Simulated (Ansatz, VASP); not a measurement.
## One calculation of ZnSe2, two programs

File INCAR:

```
  PREC = Accurate
  ENCUT = 520
  EDIFF = 1E-7
  ISMEAR = 0
  SIGMA = 0.05
  LREAL = False
  LASPH = True
  NELM = 60
  ALGO = Normal
  ISIF = 2
  LWAVE = False
  LCHARG = False
  GGA = PS
  NBANDS = 60
```

File KPOINTS:

```
Automatic mesh
0
Gamma
  4 4 4
```

Contents of POSCAR:

```
ZnSe2
1.0
    6.2392186622      0.0000000000      0.0000000000
    0.0000000000      6.2392186622      0.0000000000
    0.0000000000      0.0000000000      6.2392186622
Zn Se
4 8
Direct
    0.5000000000      0.5000000000      0.0000000000
    0.5000000000      0.0000000000      0.5000000000
    0.0000000000      0.5000000000      0.5000000000
    0.0000000000      0.0000000000      0.0000000000
    0.1099629536      0.8900370464      0.3900370464
    0.8900370464      0.3900370464      0.1099629536
    0.3900370464      0.1099629536      0.8900370464
    0.6099629536      0.6099629536      0.6099629536
    0.8900370464      0.1099629536      0.6099629536
    0.1099629536      0.6099629536      0.8900370464
    0.6099629536      0.8900370464      0.1099629536
    0.3900370464      0.3900370464      0.3900370464
```

Input for Ansatz:

```yaml
crystal:
  lattice:
    - [6.2392186622, 0.0, 0.0]
    - [0.0, 6.2392186622, 0.0]
    - [0.0, 0.0, 6.2392186622]
  atoms:
    - { symbol: Zn, position: [0.5, 0.5, 0.0] }
    - { symbol: Zn, position: [0.5, 0.0, 0.5] }
    - { symbol: Zn, position: [0.0, 0.5, 0.5] }
    - { symbol: Zn, position: [0.0, 0.0, 0.0] }
    - { symbol: Se, position: [0.1099629536, 0.8900370464, 0.3900370464] }
    - { symbol: Se, position: [0.8900370464, 0.3900370464, 0.1099629536] }
    - { symbol: Se, position: [0.3900370464, 0.1099629536, 0.8900370464] }
    - { symbol: Se, position: [0.6099629536, 0.6099629536, 0.6099629536] }
    - { symbol: Se, position: [0.8900370464, 0.1099629536, 0.6099629536] }
    - { symbol: Se, position: [0.1099629536, 0.6099629536, 0.8900370464] }
    - { symbol: Se, position: [0.6099629536, 0.8900370464, 0.1099629536] }
    - { symbol: Se, position: [0.3900370464, 0.3900370464, 0.3900370464] }
basis:
  ecutwfc: 420
kpoints:
  mp_grid: { grid: [4, 4, 4] }
hamiltonian:
  xc: pbesol
scf:
  occupations: { method: gaussian, width: 0.05 }
output:
  forces: true
  stress: true
  eigenvalues: true
  write_density: true
  write_potential: true
  elf: true
  volumetric_format: npy
```

The cell comes from a database or a generator and needn't be the stable form of this composition.

Alike in both runs: task single point; functional PBEsol; k mesh 4 × 4 × 4; occupations gaussian, width 0.05 eV; no spin polarisation.

|  | VASP | Ansatz |
| --- | --- | --- |
| version | VASP 6.6.1 | Ansatz 0.2.0 |
| potentials or method | VASP PAW PBE potentials, release 64 (Zn, Se) | scalar-relativistic, plane waves, PAW |
| plane-wave cutoff (eV) | 520 | 420 |
| valence electrons in the cell | 96 | 176 |

Ansatz gave:

```
gap on the k mesh at the Fermi level (eV) : 0.72
least direct gap on the mesh (eV)         : 0.84
pressure (GPa)                            : 0.0
rms of the force components (eV/Å)        : 0.000
```

Which values does VASP return?

gap on the k mesh at the Fermi level (eV): 0.72; least direct gap on the mesh (eV): 0.84; pressure (GPa): 0.2; rms of the force components (eV/Å): 0.012.

Atom by atom the forces differ by 0.013 eV/Å (rms over components). The two sets of potentials don't hold the same shells in valence.

Caveats: the PAW data sets were made with another functional, which shifts forces and pressure a little (VASP). As with any semilocal functional, this PBEsol gap is likely too small. A k mesh can miss the band edges.
